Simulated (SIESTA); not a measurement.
Ge under changes of volume

One of the cells (22.833 Å³/atom); the others are scaled copies at fixed shape and fractional positions:

```
Ge
1.0
     3.99759    0.00000    0.00000
    -1.99879    3.46201    0.00000
     0.00000    0.00000    6.59938
Ge
4
Direct
  0.33333 0.66667 0.93710
  0.66667 0.33333 0.43710
  0.33333 0.66667 0.56290
  0.66667 0.33333 0.06290
```

This isn't the form of Ge at room conditions, which is diamond.

```yaml
Program: SIESTA 5.4.2
Functional: LDA
Potentials_or_basis: PseudoDojo 0.4 standard (LDA files)
Basis: DZP (energy shift 0.003 Ry; two zetas on semicore shells)
Grid_cutoff: 800 Ry
Energy_shift: 0.003 Ry
k_mesh: 8 × 8 × 4
Occupations: fermi-dirac, width 0.05 eV
Spin: no spin polarisation
```

```tsv
volume (Å³/atom)	energy over the lowest point (meV/atom)	pressure (GPa)	largest force (eV/Å)
21.463	?	?	?
21.920	3.50	2.0	0.021
22.377	0.00	0.5	0.023
22.833	0.57	-0.9	0.022
23.290	4.86	-2.1	0.017
23.747	12.52	-3.3	0.012
24.203	23.20	-4.2	0.006
```

Task: What does the run at 21.463 Å³/atom give?

Result: Energy over the lowest point 11.67 meV/atom; pressure 3.8 GPa; largest force 0.024 eV/Å.

Worked out: A Birch-Murnaghan fit of order 3 (a polynomial in V^(-2/3)) to the other rows has its minimum at 22.54 Å³/atom with B0 = V·E''(V) = 68 GPa and B' = 3.8 at fixed shape and positions, which overstates the stiffness. It gives 11.52 meV/atom at 21.463 Å³/atom, against the run's 11.67, and -dE/dV = 3.7 GPa, against 3.8.

Energies are extrapolated to zero smearing.

Caveats: the basis of atomic orbitals isn't converged, which shifts pressures, moduli and gaps.
